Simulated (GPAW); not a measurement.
The system is Al2Cu.

```xyz
3
Lattice="4.1052 0.0000 0.0000 0.0000 4.1052 0.0000 0.0000 0.0000 2.8913" Properties=species:S:1:pos:R:3 pbc="T T T"
Cu    0.0000    0.0000    0.0000
Al    0.0000    2.0526    1.4457
Al    2.0526    0.0000    1.4457
```

The cell comes from a database or a generator and needn't be the stable form of this composition.

| Property | Result |
| --- | --- |
| Program | GPAW 26.7.0 |
| Task | relaxation of cell and atoms |
| Functional | PBEsol |
| Potentials or basis | PAW data sets generated in the run's folder for this functional |
| Cutoff | 600 eV |
| Basis | pw |
| k mesh | 6 × 6 × 8 |
| Occupations | fermi-dirac, width 0.05 eV |
| Spin | no spin polarisation |

At the start: pressure -1.6 GPa; volume 16.24 Å³/atom.

How do energy, volume and symmetry change on relaxing?

Over 7 steps the energy falls by 6.2 meV/atom and the volume is 15.96 Å³/atom (-1.7 %); space group P4/mmm (No. 123, to 0.05 Å).

Step by step:
| step | energy change (eV) | largest force (eV/Å) | pressure (GPa) | volume (Å³) |
| --- | --- | --- | --- | --- |
| 1 | 0.0000 | 0.0000 | -1.63 | 48.73 |
| 2 | -0.0016 | 0.0000 | -1.43 | 48.61 |
| 3 | -0.0104 | 0.0000 | 1.02 | 47.34 |
| 4 | -0.0112 | 0.0000 | 0.79 | 47.45 |
| 5 | -0.0165 | 0.0000 | -0.20 | 47.92 |
| 6 | -0.0184 | 0.0000 | -0.36 | 48.00 |
| 7 | -0.0186 | 0.0000 | -0.11 | 47.88 |

Final structure:
```cif
data_structure
_symmetry_space_group_name_H-M 'P 1'
_symmetry_Int_Tables_number 1
_cell_length_a 4.1337
_cell_length_b 4.1337
_cell_length_c 2.8020
_cell_angle_alpha 90.000
_cell_angle_beta 90.000
_cell_angle_gamma 90.000
_cell_volume 47.88
loop_
_atom_site_label
_atom_site_type_symbol
_atom_site_fract_x
_atom_site_fract_y
_atom_site_fract_z
_atom_site_occupancy
Cu1 Cu 0.00000 0.00000 0.00000 1
Al1 Al 0.00000 0.50000 0.50000 1
Al2 Al 0.50000 0.00000 0.50000 1
```

Caveat: with this Cu data set, volumes or pressures lay over 1.5 % or 2 GPa off other programs in two to four cells of ten; later steps reuse the first step's grids.
